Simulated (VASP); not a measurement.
A run of VASP 6.6.1 is set up as follows.

INCAR

```
SYSTEM = CuI
PREC = Accurate ; ENCUT = 600
EDIFF = 1E-7 ; ISMEAR = 0
SIGMA = 0.03 ; LREAL = .False.
LASPH = .True. ; NELM = 80
ALGO = Normal ; ISIF = 3
LWAVE = .False. ; LCHARG = .False.
GGA = PS ; IBRION = 2
NSW = 90 ; EDIFFG = -0.005
KPAR = 4
```

KPOINTS

```
regular mesh
0
Gamma
  8 8 8
  0 0 0
```

Contents of POSCAR:

```
CuI                                     
1.0
    0.0000000000      2.9729983385      2.9729983385
    2.9729983385     -0.0000000000      2.9729983385
    2.9729983385      2.9729983385     -0.0000000000
  Cu              I             
     1     1
Direct
     0.2500000000000000    0.2500000000000000    0.2500000000000000
     0.0000000000000000    0.0000000000000000    0.0000000000000000
```

Potentials or basis: VASP PAW PBE potentials, release 64 (Cu, I).

Command:

```bash
$ cat potpaw_PBE.64/Cu/POTCAR potpaw_PBE.64/I/POTCAR > POTCAR
$ mpirun -np 4 vasp_std > vasp.out
```

(1) What does it give for the band gap on the k mesh?

Results:

(1) 1.19 eV, direct.

Caveat: the relaxation stopped at its first step, so nothing moved; spin-orbit coupling is left out, which moves the levels of the heavy elements.
